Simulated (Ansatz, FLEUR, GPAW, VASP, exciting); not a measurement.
**Si: programs and potentials compared**

```
CELL_PARAMETERS angstrom
0.00000 2.72185 2.72185
2.72185 0.00000 2.72185
2.72185 2.72185 0.00000
ATOMIC_POSITIONS crystal
Si 0.50000 0.50000 0.50000
Si 0.75000 0.75000 0.75000
```

Alike in all runs: task band structure; functional RPBE; k mesh 8 × 8 × 8; occupations fermi-dirac, width 0.05 eV; no spin polarisation; no spin-orbit coupling. Pressure is positive in compression and, in plane waves, holds the error of the finite cutoff, which Ansatz's Pulay term estimates and takes out. Gaps are the smaller of the mesh's and the band path's.

| program and potentials | plane-wave cutoff (eV) | notes | band gap (eV) | pressure (GPa) |
| --- | --- | --- | --- | --- |
| Ansatz, Ansatz PAW | 420 | potentials made for PBE, which Ansatz adapts in part | 0.64 | 2.93 |
| FLEUR, all-electron, FLAPW | - | - | 0.83 | - |
| GPAW, the program's PAW data sets (release 1.2.1) made for this functional | 600 | - | 0.65 | 3.22 |
| Ansatz, all-electron LAPW, scalar-relativistic | - | - | 0.65 | 2.90 |
| exciting, all-electron LAPW+lo, shipped species files, valence relativity iora* | - | - | 0.65 | - |
| VASP, PBE PAW files Si, 520 eV | 520 | potentials made for PBE | 0.64 | 2.68 |

The band gap spans 0.64 (VASP, PBE PAW files Si, 520 eV) to 0.83 eV (FLEUR, all-electron, FLAPW), with all-electron results at 0.65 to 0.83. The pressure spans 2.68 (VASP, PBE PAW files Si, 520 eV) to 3.22 GPa (GPAW, the program's PAW data sets (release 1.2.1) made for this functional), with all-electron results at 2.90. Some sets were made for another functional than the one run, which can shift their rows. The paths' points differ, which is worth about 0.01 eV.

The functional is the same throughout but for its coding, so the spread measures potentials, basis and numerics; runs on potential files found faulty are left out.
